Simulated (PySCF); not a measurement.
## Frontier orbitals and the lowest excitations

Species: pyrazole, C3H4N2.
Geometry (GFN2-xTB, Å), atoms numbered from 1 in this order:
```
atom  x, y, z in Å
C1     0.157    0.994    0.103
C2     1.218    0.097   -0.096
N3     0.777   -1.139   -0.206
N4    -0.544   -1.062   -0.084
C5    -0.967    0.205    0.104
H6     0.212    2.056    0.226
H7     2.266    0.307   -0.159
H8    -1.102   -1.899   -0.135
H9    -2.004    0.447    0.222
```

Computed, not measured: PySCF 2.14.0, density-fitted response routines, TDDFT B3LYP/def2-SVPD, vertical, gas phase, core orbitals frozen in the response.

Kohn–Sham orbitals with the atoms that hold most of them (Löwdin shares over 4%, at most four atoms; ? is withheld):

```csv
orbital,ε (eV),atoms
HOMO-3,-11.11,"C2 26%, C5 22%, C1 22%, H7 13%"
HOMO-2,-7.98,"N3 66%, C2 11%, N4 10%, C1 5%"
HOMO-1,-7.38,?
HOMO,?,"C5 28%, N3 26%, C1 25%, N4 9%"
LUMO,0.17,?
LUMO+1,0.56,"H8 33%, C5 25%, H9 16%, N4 12%"
LUMO+2,1.28,"C1 28%, H6 19%, H8 16%, C2 12%"
```

(1) Which atoms hold the HOMO-1, and with what shares?

(2) Which atoms hold the LUMO, and with what shares?

(3) What is the HOMO energy, and the HOMO–LUMO gap?

Answers

(1) C2 (bonded to C, N and H) 30%; N4 (bonded to C, N and H) 29%; C1 (bonded to 2 C and H) 17%; N3 (bonded to C and N) 12%. By element: carbon 47% or more, nitrogen 41%.

(2) C5 (bonded to C, N and H) 24%; N3 (bonded to C and N) 23%; N4 (bonded to C, N and H) 20%; C2 (bonded to C, N and H) 11%. By element: nitrogen 44%, carbon 35% or more.

(3) ε(HOMO) = -7.05 eV; the gap is 7.21 eV (0.2651 hartree).

**Question.** The HOMO–LUMO gap is 7.21 eV. Where does the response calculation put the lowest singlet, and from which orbitals?

**Answer.** S1 is at 6.60 eV (f = 0.0065), 0.61 eV below the gap, made of HOMO→LUMO+1 (99%). Its leading pair isn't HOMO and LUMO; the energies of that pair differ by 7.61 eV. Without the coupling terms of the response equations the lowest excitation would equal the gap.

**Question.** Give energy, strength and leading configuration of S1, S2, S4 and S7, and follow the Löwdin shares of the leading atoms from the occupied to the empty orbital.

**Answer.** 
- S1 (6.60 eV, f 0.0065), HOMO→LUMO+1 (99%): C5 28% → 25%, N3 26% → at most 13%, H8 at most 9% → 33%
- S2 (6.72 eV, f 0.0040), HOMO-2→LUMO (98%): N3 66% → 23%, C2 11% → 11%, C5 at most 6% → 24%
- S4 (6.94 eV, f 0.0000), HOMO-1→LUMO+1 (98%): C2 30% → at most 13%, N4 29% → 12%, H8 at most 13% → 33%, C5 at most 13% → 25%
- S7 (7.59 eV, f 0.0061), HOMO-2→LUMO+1 (97%): N3 66% → at most 13%, C2 11% → at most 13%, H8 at most 6% → 33%, C5 at most 6% → 25%
